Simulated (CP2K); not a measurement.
Here is a CP2K 2026.2 calculation.

The input znse_bands.inp:

```
&GLOBAL
  PROJECT znse_bands
  RUN_TYPE ENERGY_FORCE
  PRINT_LEVEL LOW
&END GLOBAL
&FORCE_EVAL
  METHOD QS
  STRESS_TENSOR ANALYTICAL
  &DFT
    BASIS_SET_FILE_NAME BASIS_MOLOPT_UZH
    POTENTIAL_FILE_NAME GTH_POTENTIALS
    &MGRID
      CUTOFF 450
      REL_CUTOFF 60
      NGRIDS 4
    &END MGRID
    &QS
      METHOD GPW
      EPS_DEFAULT 1.0E-10
    &END QS
    &KPOINTS
      SCHEME MONKHORST-PACK 8 8 8
      GAMMA_CENTERED T
      SYMMETRY T
      SYMMETRY_BACKEND SPGLIB
    &END KPOINTS
    &SCF
      SCF_GUESS ATOMIC
      EPS_SCF 1.0E-6
      MAX_SCF 100
      ADDED_MOS 10
      CHOLESKY OFF
      EPS_EIGVAL 1.0E-7
      &DIAGONALIZATION ON
        ALGORITHM STANDARD
      &END DIAGONALIZATION
      &MIXING ON
        METHOD BROYDEN_MIXING
        ALPHA 0.4
        BETA 1.5
        NBUFFER 8
      &END MIXING
      &SMEAR ON
        METHOD FERMI_DIRAC
        ELECTRONIC_TEMPERATURE [K] 580.226
      &END SMEAR
    &END SCF
    &XC
      &XC_FUNCTIONAL
        &GGA_X_B88
        &END GGA_X_B88
        &GGA_C_LYP
        &END GGA_C_LYP
      &END XC_FUNCTIONAL
    &END XC
    &PRINT
      &KPOINTS ON
      &END KPOINTS
      &MULLIKEN ON
      &END MULLIKEN
      &MO ON
        ENERGIES T
        OCCUPATION_NUMBERS T
        &EACH
          QS_SCF 0
        &END EACH
        ADD_LAST NUMERIC
      &END MO
      &LOWDIN ON
      &END LOWDIN
      &HIRSHFELD ON
        SHAPE_FUNCTION DENSITY
      &END HIRSHFELD
      &BAND_STRUCTURE
        FILE_NAME bands.bs
        ADDED_MOS 2
        &KPOINT_SET
          UNITS B_VECTOR
          NPOINTS 6
          SPECIAL_POINT GAMMA 0.00000000 0.00000000 0.00000000
          SPECIAL_POINT X 0.50000000 0.00000000 0.50000000
          SPECIAL_POINT W 0.50000000 0.25000000 0.75000000
          SPECIAL_POINT K 0.37500000 0.37500000 0.75000000
          SPECIAL_POINT GAMMA 0.00000000 0.00000000 0.00000000
          SPECIAL_POINT L 0.50000000 0.50000000 0.50000000
          SPECIAL_POINT U 0.62500000 0.25000000 0.62500000
          SPECIAL_POINT W 0.50000000 0.25000000 0.75000000
          SPECIAL_POINT L 0.50000000 0.50000000 0.50000000
          SPECIAL_POINT K 0.37500000 0.37500000 0.75000000
        &END KPOINT_SET
        &KPOINT_SET
          UNITS B_VECTOR
          NPOINTS 6
          SPECIAL_POINT U 0.62500000 0.25000000 0.62500000
          SPECIAL_POINT X 0.50000000 0.00000000 0.50000000
        &END KPOINT_SET
      &END BAND_STRUCTURE
    &END PRINT
  &END DFT
  &SUBSYS
    &CELL
      A 4.0075983931 0.0000000000 0.0000000000
      B 2.0037991965 3.4706820165 0.0000000000
      C 2.0037991965 1.1568940055 3.2721903857
      PERIODIC XYZ
    &END CELL
    &COORD
      Se  6.0113975896 3.4706820165 2.4541427893
      Zn  0.0000000000 0.0000000000 0.0000000000
    &END COORD
    &KIND Se
      BASIS_SET TZVP-MOLOPT-PBE-GTH-q6
      POTENTIAL GTH-BLYP-q6
    &END KIND
    &KIND Zn
      BASIS_SET TZVP-MOLOPT-PBE-GTH-q12
      POTENTIAL GTH-BLYP-q12
    &END KIND
    &PRINT
      &ATOMIC_COORDINATES ON
      &END ATOMIC_COORDINATES
      &CELL ON
      &END CELL
    &END PRINT
  &END SUBSYS
  &PRINT
    &FORCES ON
    &END FORCES
    &STRESS_TENSOR ON
    &END STRESS_TENSOR
  &END PRINT
&END FORCE_EVAL
```

Potentials or basis: GTH_POTENTIALS Se GTH-BLYP-q6, Zn GTH-BLYP-q12; TZVP-MOLOPT-PBE-GTH basis.

Run with:

```sh
$ OMP_NUM_THREADS=1 cp2k.psmp -i znse_bands.inp -o znse_bands.out
```

Task: Estimate the Mulliken charges.

Result: Se +0.03; Zn -0.03 e.

Task: Predict the Hirshfeld charges.

Result: Se -0.21; Zn +0.21 e.

Task: Predict the band gap on the k mesh.

Result: 1.22 eV, direct.

Levels at the corners of the path, in eV from the valence-band top:
```csv
point,band 5,band 6,band 7,band 8,band 9,band 10,band 11,band 12,band 13,band 14
Γ,-6.28,-6.28,0.00,0.00,0.00,1.22,5.88,5.88,5.88,11.48
X,-6.23,-6.10,-4.79,-2.17,-2.17,3.17,3.55,10.95,11.40,11.40
W,-6.31,-5.99,-4.72,-2.73,-2.63,5.52,5.69,7.09,8.14,11.86
K,-6.26,-6.02,-4.75,-3.04,-1.78,3.71,5.69,9.39,9.46,9.76
Γ,-6.28,-6.28,0.00,0.00,0.00,1.22,5.88,5.88,5.88,11.48
L,-6.26,-6.12,-5.21,-0.87,-0.87,2.52,6.58,6.58,8.94,12.31
U,-6.26,-6.02,-4.75,-3.04,-1.78,3.71,5.69,9.39,9.46,9.76
W,-6.31,-5.99,-4.72,-2.73,-2.63,5.52,5.69,7.09,8.14,11.86
L,-6.26,-6.12,-5.21,-0.87,-0.87,2.52,6.58,6.58,8.94,12.31
K,-6.26,-6.02,-4.75,-3.04,-1.78,3.71,5.69,9.39,9.46,9.76
U,-6.26,-6.02,-4.75,-3.04,-1.78,3.71,5.69,9.39,9.46,9.76
X,-6.23,-6.10,-4.79,-2.17,-2.17,3.17,3.55,10.95,11.40,11.40
```

Caveat: the basis of atomic orbitals isn't converged, which shifts pressures, moduli and gaps.

**Experimental background.**

From “Alloy Disordering Effects on the Thermal Conductivity and Energy Gap Temperature Dependence of Cd1−xZnxSe Ternary Crystals Grown by the Bridgman Method”, 2023, pmc:10253836, for a bulk crystal of ZnSe at 300 K: band gap 2.695 ± 0.003 eV (an exciton energy, a little under the gap).

Against the measured gap of ZnSe, 2.695 eV (an exciton energy, a little under the gap; 300 K; “Alloy Disordering Effects on the Thermal Conductivity and Energy Gap Temperature Dependence of Cd1−xZnxSe Ternary Crystals Grown by the Bridgman Method”, 2023, pmc:10253836), the calculated 1.22 eV is off by -1.47 eV. So large a miss can be the level of theory's own, or it may mean another phase, state or a wrong row. Spin-orbit coupling on Se is left out. The value is that of BLYP in an atomic basis (GTH_POTENTIALS Se GTH-BLYP-q6, Zn GTH-BLYP-q12; TZVP-MOLOPT-PBE-GTH basis), whose error adds to the functional's,, without temperature or zero-point motion. Semilocal functionals fall short of measured gaps as a rule.
